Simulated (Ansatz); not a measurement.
Al: equation of state with PBE

**Experimental background.**

From “The interpretation of polycrystalline coherent inelastic neutron scattering from aluminium”, 2013, pmc:3831299, for a bulk crystal of Al: bulk modulus 76.9 GPa.

Al:

```
Al
1.0
     0.00000    2.02481    2.02481
     2.02481    0.00000    2.02481
     2.02481    2.02481    0.00000
Al
1
Direct
  0.00000 0.00000 0.00000
```

```
Program             : Ansatz 0.2.0
Task                : equation of state
Functional          : PBE
Potentials or basis : SSSP precision PAW
Cutoff              : 408 eV
Density cutoff      : 4082 eV
k mesh              : 11 × 11 × 11
Occupations         : fermi-dirac, width 0.05 eV
Spin                : no spin polarisation
```

```json
{
  "Equilibrium volume": "16.50 Å³/atom",
  "Bulk modulus": "79 GPa",
  "Pressure derivative of the bulk modulus": "4.5"
}
```

Energy against volume, from the lowest point:
```
volume (Å³/atom)  energy (meV/atom)
          15.607              13.14
          15.939               4.91
          16.271               0.66
          16.603               0.00
          16.935               2.54
          17.267               7.96
          17.599              15.93
```

All runs of the series together: 3 s on 2 threads of Arm Neoverse V1 (shared host).

A measured bulk modulus of Al is 76.9 GPa (quoted in “The interpretation of polycrystalline coherent inelastic neutron scattering from aluminium”, 2013, pmc:3831299); the calculated 79 GPa misses it by +3.2 %. The fit is for a static lattice scaled at fixed shape and fixed fractional positions. The cell as given is a measured one (16.60 Å³/atom); PBE puts the equilibrium volume -0.6 % from it, thermal expansion not counted.
